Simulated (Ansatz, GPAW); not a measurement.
This is a calculation of Cs for Ansatz 0.2.0. This isn't the form of Cs at room conditions, which is bcc.

Contents of input.yaml:

```yaml
crystal:
  lattice:
    - [0.0, 3.94833574, 3.94833574]
    - [3.94833574, 0.0, 3.94833574]
    - [3.94833574, 3.94833574, 0.0]
  atoms:
    - { symbol: Cs, position: [0.0, 0.0, 0.0] }
kpoints:
  mp_grid: { grid: [6, 6, 6] }
scf:
  occupations: { method: gaussian, width: 0.05 }
hamiltonian:
  xc: pbesol
  pseudopotentials: { kind: all_electron, lapw: { basis_error: 0.001 } }
output:
  forces: true
  stress: true
  eigenvalues: true
```

Potentials or basis: all-electron LAPW, scalar-relativistic.

Command:

```sh
$ ansatz run input.yaml --threads 1 --pin off --max-ram 3072MiB --backend cpu --events-out ev --progress --plain --runs-dir out
```

Problem. What does the same run look like in GPAW 26.7.0 (ASE script)? Potentials or basis there: PAW data sets generated for this functional, cutoff 600 eV.

Solution. As run (cutoffs and basis follow the program's own potentials, and thresholds, step limits or extra output files can differ):

The input run.py:

```python
from ase.dft.bandgap import bandgap
from ase.io import read, write
from ase.units import GPa
from gpaw import GPAW, PW, setup_paths

setup_paths.insert(0, '.')

atoms = read('Cs.xyz')

calc = GPAW(mode=PW(600),
            xc='PBEsol',
            kpts={'size': (6, 6, 6), 'gamma': True},
            occupations={'name': 'methfessel-paxton', 'order': 0, 'width': 0.05},
            nbands=11,
            convergence={'density': 1e-05, 'energy': 1e-05},
            maxiter=150,
            txt='gpaw.txt')
atoms.calc = calc
energy = atoms.get_potential_energy()
forces = atoms.get_forces()
stress = atoms.get_stress()
calc.write('gs.gpw')
write('result.traj', atoms)
print(f'Energy: {energy:.6f} eV')
print('Forces (eV/A):')
print(forces.round(4))
print('Stress (GPa):', (stress / GPa).round(3))
print('Fermi level:', round(calc.get_fermi_level(), 4), 'eV')
print(f'Gap: {bandgap(calc)[0]:.4f} eV, direct: {bandgap(calc, direct=True)[0]:.4f} eV')
```

Contents of Cs.xyz:

```xyz
1
Lattice="0.0000000000 3.9483357400 3.9483357400 3.9483357400 0.0000000000 3.9483357400 3.9483357400 3.9483357400 0.0000000000" Properties=species:S:1:pos:R:3 pbc="T T T"
Cs     0.0000000000      0.0000000000      0.0000000000
```

Potentials or basis: PAW data sets generated in the run's folder for this functional, pw.

The run is started by

```sh
$ gpaw-setup -f PBEsol Cs
$ OMP_NUM_THREADS=1 python run.py
```

Both were run:

|  | Ansatz | GPAW |
| --- | --- | --- |
| Pressure | -0.2 GPa | -0.2 GPa |

Where Ansatz's input types no cutoff or centring, it takes its own default and a Γ-centred mesh.

Pressure is positive in compression.
